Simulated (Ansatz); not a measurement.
# Stack of 2H-WSe2 under Zr2CO2 MXene, shifted by two thirds of the diagonal in a perpendicular field, part 2 of 3

Aim: how the stack of 2H-WSe2 under Zr2CO2 MXene, shifted by two thirds of the diagonal screens a field along its normal, and what the field does to its bands. A positive field points along +c.

Ansatz 0.2.0; plane-wave DFT, PBE-D4, Ansatz PAW (the session's first sound run).

So far. Step 2 (Relaxation): The lattice constant a goes from 3.304 to 3.293 Å.

## Step 3: Atoms held, field 0

A sawtooth potential applies the field, turning back in the middle of the vacuum. With the dipole correction the typed value is the field outside the slab. The induced dipole is small, so the SCF threshold is tight.

The cell differs from the one that the last finished run ended in (c 54.393 → 28.809 Å).

input.yaml

```yaml
crystal:
  lattice:
    - [3.2928024269, 0.0, 0.0]
    - [-1.6464012135, 2.8516505513, 0.0]
    - [0.0, 0.0, 28.8091015337]
  atoms:
    - { symbol: Se, position: [0.3333333333, 0.6666666667, 0.3124012732] }
    - { symbol: W, position: [0.0, 0.0, 0.3707522525] }
    - { symbol: Se, position: [0.3333333333, 0.6666666667, 0.4289544598] }
    - { symbol: O, position: [0.0, 0.0, 0.52724441] }
    - { symbol: Zr, position: [0.3333333333, 0.6666666667, 0.5588932261] }
    - { symbol: C, position: [0.6666666667, 0.3333333333, 0.6072801915] }
    - { symbol: Zr, position: [0.0, 0.0, 0.6556716912] }
    - { symbol: O, position: [0.3333333333, 0.6666666667, 0.6875987268] }
kpoints:
  mp_grid: { grid: [18, 18, 1] }
  band_path:
    path: [[0, 0, 0], [0.5, 0, 0], [0.33333333, 0.33333333, 0], [0, 0, 0]]
    npoints: 16
hamiltonian:
  xc: pbe
  dispersion: d4
scf:
  occupations: { method: fermi_dirac, width: 0.05 }
  convergence: { dr2_threshold: 1.0e-10 }
efield:
  axis: 3
  dipole_correction: true
  ramp_position: 0.97
  ramp_width: 0.06
  amplitude: 0
output:
  dos: { projected: true, e_range: [-6, 5] }
  bader: true
  write_potential: true
  write_density: true
  volumetric_format: npy
  elf: true
```

On the command line:

```bash
ansatz run input.yaml --threads 4 --pin off --max-ram 6144MiB --backend cpu --events-out ev --progress --plain --runs-dir out
```

Numbers of over 12 decimals in the logs are rounded to 6 here.

Log:

```text
[...]
Crystal: 8 atoms, lattice volume = 270.515 Å³
Basis set: ecut = 420 eV, 5413 PW (Γ)
Bands: 52, of which v1, the nominal top of the filled ones, is band 43 counted from 1 (42 counted from 0)
Symmetry: 6 space group operations
[...]
k-points: 37 of 324 (time reversal used)
[...]
SCF iter   1: F=—  HF=-31086.436920 eV  |F-HF|=—  |Δ(HF+E_count)|=         —  Δρ=3.95e-3  dr2=1.08e-1  ethr=1.77e-3  p=-0.034 e·Å  D=-2.30e-2 V/Å  ΔV_dip=0.66 eV  dr2_dipole=7.32e-3  V_vac-E_F(+/−)=4.93/4.26 eV  ⟨swp⟩=8.6  Hψ=8280  notcnv=0  defer=4
efield: sawtooth ramp at fractional position 0.9700 (set: `efield.ramp_position`, or a place that a band, a saddle search or an elastic batch's reference lends), width 0.0600; the density the first Hamiltonian is built on has a dipole p = -0.034 e·Å; the dipole correction subtracts the counter field D = -2.30e-2 V/Å, which shifts the + side's vacuum level by +0.66 eV against the − side's; the planar-averaged density in the ramp window peaks in size at 1.1e-5 e/Å³
[...]
SCF iter   2: F=—  HF=-31086.431486 eV  |F-HF|=—  |Δ(HF+E_count)|=   5.43e-3  Δρ=2.44e-3  dr2=3.92e-2  ethr=1.26e-4  p=-0.016 e·Å  D=-1.07e-2 V/Å  ΔV_dip=0.31 eV  dr2_dipole=3.82e-4  V_vac-E_F(+/−)=4.92/4.62 eV  ⟨swp⟩=3.0  Hψ=3079  notcnv=0  defer=105
[...]
SCF iter  14: F=-31086.429043 eV  HF=-31086.429043 eV  |F-HF|=1.20e-10  |Δ(HF+E_count)|=  1.82e-11  Δρ=6.69e-8  dr2=4.28e-11  ethr=1.00e-12  p=-0.012 e·Å  D=-7.73e-3 V/Å  ΔV_dip=0.22 eV  dr2_dipole=5.90e-12  V_vac-E_F(+/−)=4.86/4.64 eV  ⟨swp⟩=10.5  Hψ=5321  notcnv=0
SCF 1 converged in 14 iterations: F = -31086.429043 eV  dr2 = 4.28e-11
[...]
NSCF: frozen V_eff on 49 k-points
efield: sawtooth ramp at fractional position 0.9700 (kept from the solve that this one continues, or follows in the run), width 0.0600; the density the first Hamiltonian is built on has a dipole p = -0.012 e·Å; the dipole correction subtracts the counter field D = -7.73e-3 V/Å, which shifts the + side's vacuum level by +0.22 eV against the − side's; the planar-averaged density in the ramp window peaks in size at 9.9e-6 e/Å³
[...]
SCF converged after 14 iterations
Free energy (F): -31086.429043 eV
[...]
Internal energy: -31086.429038 eV  (E = F + TS)
E sigma→0 (E₀):  -31086.429040 eV
Entropy (-TS):   -0.000005 eV (-0.001 meV/atom)
Fermi energy:    3.471607 eV
Dipole field:    D = -0.007730 V/Å  (p = -0.011557 e·Å, saw-weighted, corrected)
Work function:   Φ+ = 4.8592 eV   Φ− = 4.6365 eV
Levels:          The Fermi level and band energies are counted from a zero that moves with the ramp; work functions are not
[...]
--- Band table (eV; the first three rows and the last of 37) ---
  k-point 0: bands = [... 39 lower, 1.8619, 2.7699, 2.9828, 2.9828, 4.8351, 4.8351, 5.2678, 6.0016, ... 5 higher]
  k-point 1: bands = [... 39 lower, 1.9693, 2.6802, 2.7828, 2.8541, 4.8793, 4.9944, 5.2740, 5.8864, ... 5 higher]
  k-point 2: bands = [... 39 lower, 2.0153, 2.1602, 2.5759, 2.6730, 4.7330, 5.3439, 5.4638, 5.5645, ... 5 higher]
  k-point 36: bands = [... 39 lower, 0.6985, 0.7394, 0.7437, 3.0354, 4.6733, 5.1278, 5.8338, 5.8866, ... 5 higher]
--- Bader charges: 8 sites ---
  site symbol  charge [e]  shift [e]
     0     Se     -0.5424     0.0012
     1      W      1.0846     0.0024
     2     Se     -0.5332     0.0012
     3      O     -1.2749     0.0003
     4     Zr      2.2572     0.0003
     5      C     -1.9835     0.0013
     6     Zr      2.2605     0.0004
     7      O     -1.2684     0.0003
  estimated error of the sums over rays = 7.8e-4 e
```

The job ended after 49 s (4 threads of Arm Neoverse V1, shared host; peak memory 1 GiB).

This step gave:

```
dipole along the normal            : -0.01156 e·Å
gap along the path                 : 0.9123 eV
smallest direct gap along the path : 1.638 eV
step between the vacuum levels     : 0.2227 eV
ionisation energy, upper face      : 5.295 eV
electron affinity, upper face      : 4.383 eV
ionisation energy, lower face      : 5.073 eV
gap, the smaller of path and mesh  : 0.9123 eV
```

Running mean over a fixed 2.7 Å (it still follows the layers) of the planar mean; the ramp of the sawtooth is left out. Table of electron's electrostatic potential energy less the Fermi level by z:

```tsv
z (Å)	electron's electrostatic potential energy less the Fermi level (eV)
4	4.64
5	4.63
6	4.59
7	3.62
8	0.178
9	-4.40
10	-9.53
11	-9.78
12	-6.90
13	-1.30
14	-0.610
15	-6.09
16	-10.4
17	-10.1
18	-10.1
19	-10.3
20	-5.83
21	1.66
22	4.71
23	4.85
24	4.86
25	4.86
```

The density of states has structure finer than the step of the table below, so its rows give means over 0.25 eV, whole bins alone (the curve runs from -6 to 2.46 eV). Peaks (eV: height): -5.670: 12.4, -5.230: 13.1, -4.900: 14.4, -4.760: 22.0, -4.680: 16.1, -4.350: 10.3, -2.610: 11.0.

Density of states against energy, zero at the Fermi level of the run, which the smearing sets inside the gap; means over each step:

```tsv
energy (eV)	density of states (states/eV a cell)
-5.75	6.21
-5.50	6.94
-5.25	9.00
-5.00	7.43
-4.75	12.4
-4.50	7.79
-4.25	7.74
-4.00	5.08
-3.75	3.27
-3.50	3.28
-3.25	3.53
-3.00	4.23
-2.75	6.14
-2.50	6.67
-2.25	5.47
-2.00	6.30
-1.75	6.36
-1.50	4.56
-1.25	4.21
-1.00	2.84
-0.75	1.72
-0.50	0.432
-0.25	0
0.00	0
0.25	0
0.50	0.588
0.75	1.56
1.00	2.36
1.25	3.07
1.50	4.43
1.75	3.37
2.00	5.53
2.25	5.76
```

Projected DOS per atom over height of the atomic layer and energy from the Fermi level. Layers: Se W Se O Zr C Zr O from below.

Ten even steps from '_' (0.00 states/eV) to '@' (3.17 states/eV), each cell a mean:
```
::@@::__::__..__
..##..__________
..++..__..__..__
________::__::__
________..__..__
________________
________________
________________
__--____________
..++..____..____
..::......++....
::::::....++....
------__..--..__
::----....--....
..::..__..::..__
::----__________
::..::::______::
::....++......%%
------%%::..::%%
....::**::__::**
::..::++::__::**
::::::--::....::
```
Columns: height of the atomic layer (Å) from 9 to 19.8 (not evenly spaced); rows upwards: energy from the Fermi level (eV) from -5.96 to 2.41.

Electronic bands along the path, in eV, zero at the Fermi level of the run, which the smearing sets inside the gap:

```tsv
point	band 40	band 41	band 42	band 43	band 44	band 45	band 46	band 47
Γ	-1.61	-0.70	-0.49	-0.49	1.36	1.36	1.80	2.53
halfway	-2.00	-1.57	-1.48	-1.39	0.81	1.54	1.98	2.37
M	-1.84	-1.51	-1.46	-1.33	0.48	2.01	2.36	2.69
halfway	-2.64	-2.34	-2.05	-0.82	1.21	1.77	2.51	2.77
K	-2.77	-2.73	-2.73	-0.44	1.20	1.66	2.36	2.42
halfway	-2.11	-1.78	-1.60	-1.24	1.18	1.26	2.04	2.15
Γ	-1.61	-0.70	-0.49	-0.49	1.36	1.36	1.80	2.53
```

ELF in the ca plane at fractional y = 0.667, with atoms of Se and Zr and O within 0.2 Å of it. It is the smooth field of the valence electrons, not physical close to the nuclei.

Ten even steps from '0' (0.00) to '9' (0.89), each cell a mean:
```
00000012343223322443200146641136863232111000
00000001222123311221100146752147863343100000
00001245666422224666520034421125763121133210
00024788888742247888872011146632442113687531
00147999757752257657995000487873121147889752
00258999425752257425997101683484011258658852
00258999536752257536996101585683111158779852
00136899878742257878983000268852232126888741
00012567777532236777751023223223652112355420
```
Columns run along c (16.0 Å, from fractional 0.20 to 0.76 of the cell), rows up along a (3.3 Å). Atoms in or near the plane, at fractional coordinates: Se at (0.31, 0.33), Se at (0.43, 0.33), Zr at (0.56, 0.33), O at (0.69, 0.33).

Valence density in the ca plane at fractional y = 0.667, with atoms of Se and Zr and O within 0.2 Å of it. It is the smooth field of the valence electrons, not physical close to the nuclei.

Values in e/Å³, 5 rows by 16 columns, each cell a mean:
```
 0  0  0  0  0  1  0  0  0  0  0  0  0  1  0  0
 0  0  0  0  0  0  0  0  0  0  0  0  0  0  0  0
 0  0  1  7  0  0  7  2  0  1  3  1  0  1  3  0
 0  0  2 15  1  0 14  3  0  1  4  1  0  1  4  0
 0  0  0  1  0  0  1  0  0  0  1  0  0  0  1  0
```
Columns run along c (16.0 Å, from fractional 0.20 to 0.76 of the cell), rows up along a (3.3 Å). Atoms in or near the plane, at fractional coordinates: Se at (0.31, 0.33), Se at (0.43, 0.33), Zr at (0.56, 0.33), O at (0.69, 0.33).

Electrostatic potential energy in the ca plane at fractional y = 0.667, with atoms of Se and Zr and O within 0.2 Å of it. With pseudopotentials it is smooth inside the atoms' cores, unlike the true potential.

Ten even steps from '0' (-45 eV) to '9' (8 eV), each cell a mean:
```
99886567899999999988889988766688999999999999
99886567899999999998889988765678999999999999
88887678888899999988778898876789999999999999
55688888765689999875346899888878999999999999
66578887566568999740003789998633799999999999
77568987577658998720001689998300599999999999
77568987567668998730002689998411699999999999
55578888655579999862115799988756999999999999
77887778877899999987667899877789999999999999
```
Columns run along c (16.0 Å, from fractional 0.31 to 0.86 of the cell; values clipped at the 3rd and 97th percentile), rows up along a (3.3 Å). Atoms in or near the plane, at fractional coordinates: Se at (0.31, 0.33), Se at (0.43, 0.33), Zr at (0.56, 0.33), O at (0.69, 0.33).

The gap is 0.91 eV, with the valence edge 5.30 eV and the conduction edge 4.38 eV under the upper vacuum level. Spin-orbit coupling, left out in this run, matters for the bands of elements this heavy.

## Step 4: Single point, field 0.05 V/Å

input.yaml, as its differences from that of step 3:

```diff
@@ -30,6 +30,4 @@
   ramp_width: 0.06
-  amplitude: 0
+  amplitude: 0.05
 output:
-  dos: { projected: true, e_range: [-6, 5] }
-  bader: true
   write_potential: true
@@ -37,2 +35 @@
   volumetric_format: npy
-  elf: true
```

Log:

```text
[...]
Crystal: 8 atoms, lattice volume = 270.515 Å³
Basis set: ecut = 420 eV, 5413 PW (Γ)
Bands: 52, of which v1, the nominal top of the filled ones, is band 43 counted from 1 (42 counted from 0)
Symmetry: 6 space group operations
[...]
k-points: 37 of 324 (time reversal used)
[...]
k-point 0: bands = [... 39 lower, 1.8707, 2.7354, 3.0029, 3.0029, 4.8550, 4.8550, 5.2880, 5.9632, ... 5 higher]
  k-point 1: bands = [... 39 lower, 1.9606, 2.6732, 2.7753, 2.8743, 4.8992, 5.0143, 5.2939, 5.8451, ... 5 higher]
  k-point 2: bands = [... 39 lower, 2.0223, 2.1715, 2.5960, 2.6397, 4.7529, 5.3636, 5.4567, 5.5407, ... 5 higher]
  k-point 36: bands = [... 39 lower, 0.7185, 0.7555, 0.7607, 2.9956, 4.6336, 5.1477, 5.7941, 5.8880, ... 5 higher]
[key lines of the parts left out:]
SCF converged after 20 iterations
Free energy (F): -31086.429191 eV
Fermi energy:    3.471450 eV
Dipole field:    D = 0.011712 V/Å  (p = 0.017509 e·Å, saw-weighted, corrected)
```

Wall time 38 s (4 threads); peak memory 0.99 GiB.

The dipole is 0.0175 e·Å, 0.0291 e·Å from its value without field, and the gap 0.965 eV.

## Step 5: Single point, field -0.05 V/Å

input.yaml, as its differences from that of step 4:

```diff
@@ -30,3 +30,3 @@
   ramp_width: 0.06
-  amplitude: 0.05
+  amplitude: -0.05
 output:
```

Log:

```text
[...]
Crystal: 8 atoms, lattice volume = 270.515 Å³
Basis set: ecut = 420 eV, 5413 PW (Γ)
Bands: 52, of which v1, the nominal top of the filled ones, is band 43 counted from 1 (42 counted from 0)
Symmetry: 6 space group operations
[...]
k-points: 37 of 324 (time reversal used)
[...]
k-point 0: bands = [... 39 lower, 1.8778, 2.8047, 2.9626, 2.9626, 4.8152, 4.8152, 5.2476, 6.0388, ... 5 higher]
  k-point 1: bands = [... 39 lower, 1.9850, 2.6744, 2.8035, 2.8340, 4.8594, 4.9745, 5.2541, 5.9269, ... 5 higher]
  k-point 2: bands = [... 39 lower, 2.0104, 2.1509, 2.5558, 2.7070, 4.7130, 5.3242, 5.4573, 5.5980, ... 5 higher]
  k-point 36: bands = [... 39 lower, 0.6784, 0.7235, 0.7365, 3.0749, 4.7127, 5.1079, 5.8733, 5.8842, ... 5 higher]
[key lines of the parts left out:]
SCF converged after 21 iterations
Free energy (F): -31086.430347 eV
Fermi energy:    3.477439 eV
Dipole field:    D = -0.027178 V/Å  (p = -0.040630 e·Å, saw-weighted, corrected)
```

The job ended after 40 s (4 threads; peak memory 0.99 GiB).

The dipole is -0.0406 e·Å, -0.0291 e·Å from its value without field, and the gap 0.853 eV.

## Step 6: Atoms held, field 0.1 V/Å

input.yaml, as its differences from that of step 5:

```diff
@@ -30,3 +30,3 @@
   ramp_width: 0.06
-  amplitude: -0.05
+  amplitude: 0.1
 output:
```

Log:

```text
[...]
Crystal: 8 atoms, lattice volume = 270.515 Å³
Basis set: ecut = 420 eV, 5413 PW (Γ)
Bands: 52, of which v1, the nominal top of the filled ones, is band 43 counted from 1 (42 counted from 0)
Symmetry: 6 space group operations
[...]
k-points: 37 of 324 (time reversal used)
[...]
k-point 0: bands = [... 39 lower, 1.8795, 2.7013, 3.0230, 3.0230, 4.8748, 4.8748, 5.3081, 5.9240, ... 5 higher]
  k-point 1: bands = [... 39 lower, 1.9576, 2.6536, 2.7807, 2.8943, 4.9190, 5.0341, 5.3136, 5.8031, ... 5 higher]
  k-point 2: bands = [... 39 lower, 2.0308, 2.1838, 2.6075, 2.6161, 4.7726, 5.3831, 5.4317, 5.5282, ... 5 higher]
  k-point 36: bands = [... 39 lower, 0.7385, 0.7716, 0.7810, 2.9555, 4.5936, 5.1675, 5.7541, 5.8880, ... 5 higher]
[key lines of the parts left out:]
SCF converged after 19 iterations
Free energy (F): -31086.430793 eV
Fermi energy:    3.479587 eV
Dipole field:    D = 0.031150 V/Å  (p = 0.046568 e·Å, saw-weighted, corrected)
```

It took 39 s on 4 threads; peak memory 0.99 GiB; 2.6 min of CPU time.

The dipole is 0.0466 e·Å, 0.0581 e·Å from its value without field, and the gap 0.965 eV.

## Step 7: Single point, field 0.2 V/Å

input.yaml, as its differences from that of step 6:

```diff
@@ -30,3 +30,3 @@
   ramp_width: 0.06
-  amplitude: 0.1
+  amplitude: 0.2
 output:
```

Log:

```text
[...]
Crystal: 8 atoms, lattice volume = 270.515 Å³
Basis set: ecut = 420 eV, 5413 PW (Γ)
Bands: 52, of which v1, the nominal top of the filled ones, is band 43 counted from 1 (42 counted from 0)
Symmetry: 6 space group operations
[...]
k-points: 37 of 324 (time reversal used)
[...]
k-point 0: bands = [... 39 lower, 1.8962, 2.6348, 3.0629, 3.0629, 4.9140, 4.9140, 5.3481, 5.8438, ... 5 higher]
  k-point 1: bands = [... 39 lower, 1.9615, 2.5986, 2.8093, 2.9342, 4.9581, 5.0732, 5.3525, 5.7173, ... 5 higher]
  k-point 2: bands = [... 39 lower, 2.0493, 2.2085, 2.5481, 2.6559, 4.8118, 5.3550, 5.4213, 5.4961, ... 5 higher]
  k-point 36: bands = [... 39 lower, 0.7783, 0.8043, 0.8250, 2.8746, 4.5128, 5.2065, 5.6734, 5.8838, ... 5 higher]
[key lines of the parts left out:]
SCF converged after 19 iterations
Free energy (F): -31086.438356 eV
Fermi energy:    3.512440 eV
Dipole field:    D = 0.070032 V/Å  (p = 0.104695 e·Å, saw-weighted, corrected)
```

The job ended after 41 s (4 threads; peak memory 0.99 GiB; 2.7 min of CPU time).

The dipole is 0.105 e·Å, 0.116 e·Å from its value without field, and the gap 0.964 eV.

## Step 8: Atoms held, field 0.3 V/Å

input.yaml, as its differences from that of step 7:

```diff
@@ -30,4 +30,6 @@
   ramp_width: 0.06
-  amplitude: 0.2
+  amplitude: 0.3
 output:
+  dos: { projected: true, e_range: [-6, 5] }
+  bader: true
   write_potential: true
@@ -35 +37,2 @@
   volumetric_format: npy
+  elf: true
```

Log:

```text
[...]
Crystal: 8 atoms, lattice volume = 270.515 Å³
Basis set: ecut = 420 eV, 5413 PW (Γ)
Bands: 52, of which v1, the nominal top of the filled ones, is band 43 counted from 1 (42 counted from 0)
Symmetry: 6 space group operations
[...]
k-points: 37 of 324 (time reversal used)
[...]
--- Bader charges: 8 sites ---
  site symbol  charge [e]  shift [e]
     0     Se     -0.5575     0.0012
     1      W      1.0844     0.0024
     2     Se     -0.5228     0.0012
     3      O     -1.2799     0.0003
     4     Zr      2.2544     0.0003
     5      C     -1.9834     0.0013
     6     Zr      2.2640     0.0004
     7      O     -1.2592     0.0003
  estimated error of the sums over rays = 7.8e-4 e
[key lines of the parts left out:]
SCF converged after 19 iterations
Free energy (F): -31086.451733 eV
Fermi energy:    3.550853 eV
Dipole field:    D = 0.108924 V/Å  (p = 0.162837 e·Å, saw-weighted, corrected)
```

Wall time 59 s (4 threads); peak memory 1 GiB.

The dipole is 0.163 e·Å, 0.174 e·Å from its value without field, and the gap 0.964 eV.

## Step 9: Response, atoms held

This step: plane-wave DFT, PBE-D4, Ansatz PAW; response to a field along the normal, atoms held (Ansatz 0.2.0).

The dipoles give the slope, and the difference of two potentials shows where the field is screened.

This step gave:

| Item | Value |
| --- | --- |
| equivalent conductor thickness p/(ε₀AE) | 11.20 Å |
| distance between the outer atoms | 10.81 Å |

The dipole of the cell by applied field:

```tsv
applied field (V/Å)	dipole of the cell (e·Å)
-0.050	-0.0406
0.000	-0.0116
0.050	0.0175
0.100	0.0466
0.200	0.105
0.300	0.163
```

Local field over the applied field, running mean. From the potentials at -0.05 and 0.05 V/Å; running mean over 2.5 Å. Table of local field over applied field by z:

```tsv
z (Å)	local field over applied field
4.5	0.998
5.0	0.995
5.5	0.985
6.0	0.960
6.5	0.900
7.0	0.784
7.5	0.624
8.0	0.449
8.5	0.277
9.0	0.144
9.5	0.0734
10.0	0.0484
10.5	0.0366
11.0	0.0389
11.5	0.0513
12.0	0.0797
12.5	0.149
13.0	0.247
13.5	0.326
14.0	0.361
14.5	0.348
15.0	0.287
15.5	0.202
16.0	0.126
16.5	0.0773
17.0	0.0579
17.5	0.0570
18.0	0.0602
18.5	0.0829
19.0	0.138
19.5	0.238
20.0	0.379
20.5	0.544
21.0	0.709
21.5	0.848
22.0	0.939
22.5	0.979
23.0	0.993
23.5	0.998
24.0	0.999
24.5	1.000
```

The induced electron density oscillates, so the rows of the table below give means over windows of 1 Å about each position, cut where the curve ends. Its maxima inside the range that stand out by 2 % of the span (Å: e/Å³ per V/Å): 7.9: 0.00357, 11.4: 5.5e-4, 14.5: 0.00212, 15.4: 0.00172, 16.7: 6.6e-4, 19.0: 1.6e-4, 19.9: -0.00144. Its minima: 10.1: -6.3e-4, 13.3: -0.00248, 15.0: 0.00117, 16.0: -2.3e-4, 18.3: -7.0e-4, 19.6: -0.00185, 20.5: -0.00353.

Electrons, planar mean, per unit field. Table of induced electron density by z; means over each step:

```tsv
z (Å)	induced electron density (e/Å³ per V/Å)
5	2.8e-5
6	2.2e-4
7	0.00137
8	0.00296
9	8.7e-4
10	-3.0e-4
11	2.9e-4
12	-4.2e-4
13	-0.00174
14	-1.1e-4
15	0.00162
16	2.4e-4
17	3.6e-4
18	-3.9e-4
19	-2.8e-4
20	-0.00220
21	-0.00215
22	-3.4e-4
23	-3.3e-5
24	-2.6e-6
```

The smaller of the gaps on the path and on the k-mesh, counted as 0 under 0.03 eV. Gap against applied field:

```tsv
applied field (V/Å)	gap (eV)
-0.050	0.853
0.000	0.912
0.050	0.965
0.100	0.965
0.200	0.964
0.300	0.964
```

By hand: between -0.05 and 0.05 V/Å the dipole changes by 0.05814 e·Å, a slope of 0.5814 e·Å²/V. A perfect conductor of thickness t has p = ε₀AEt, so t = 180.95 × 0.5814 / 9.390 = 11.20 Å (e/ε₀ = 180.95 V·Å, A in Å²).

The induced dipole is that of a conductor 11.20 Å thick.

[end of part 2 of 3]

[Logs are printed without paths, hosts, clocks, repeated set-up lines and the standing remarks that a program may print on its own settings, such as how far it seeks lower states.]

[Hosts, paths, dates, database ids (printed as entryN), source tags and the programs' standing remarks are cut or masked in the printed files.]

[Maps of the electrostatic potential energy from Ansatz leave out the sawtooth potential of an applied field or a dipole correction, so their vacuum need not be flat; planar profiles and work functions include it.]

[The density of states shown here was stored with 400 of the rows of the run's finer table, so its peaks can read low, often by over a quarter, or be missed, and its means over a window can be off by a tenth or more.]
